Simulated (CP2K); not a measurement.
## Al2Pt under changes of volume

One of the cells (17.202 Å³/atom); the others are scaled copies at fixed shape and fractional positions:

```
Pt Al
1.0
     4.17900    0.00000    0.00000
     2.08950    3.61912    0.00000
     2.08950    1.20637    3.41214
Pt Al
1 2
Direct
  0.00000 0.00000 0.00000
  0.75000 0.75000 0.75000
  0.25000 0.25000 0.25000
```

* Program: CP2K 2026.2
* Functional: PBE
* Potentials or basis: POTENTIAL_UZH Pt GTH-PBE-q18, Al GTH-PBE-q3; TZVP-MOLOPT-PBE-GTH basis
* Density cutoff: 6123 eV
* k mesh: 8 × 8 × 8
* Occupations: fermi-dirac, width 0.05 eV
* Spin: no spin polarisation

```tsv
volume (Å³/atom)	energy over the lowest point (meV/atom)	pressure (GPa)
16.170	47.23	12.2
16.514	24.99	8.6
16.858	10.20	5.3
17.202	2.09	2.3
17.546	0.00	-0.3
17.890	?	?
18.234	11.47	-4.8
```

Question: What does the run at 17.890 Å³/atom give?

Answer: Energy over the lowest point 3.31 meV/atom; pressure -2.7 GPa.

Worked out: A Birch-Murnaghan fit of order 3 (a polynomial in V^(-2/3)) to the other rows has its minimum at 17.50 Å³/atom with B0 = V·E''(V) = 130 GPa and B' = 4.4. It gives 3.31 meV/atom at 17.890 Å³/atom, against the run's 3.31, and -dE/dV = -2.7 GPa, against -2.7.

Energies are extrapolated to zero smearing.

Caveats: the basis of atomic orbitals isn't converged, which shifts pressures, moduli and gaps.
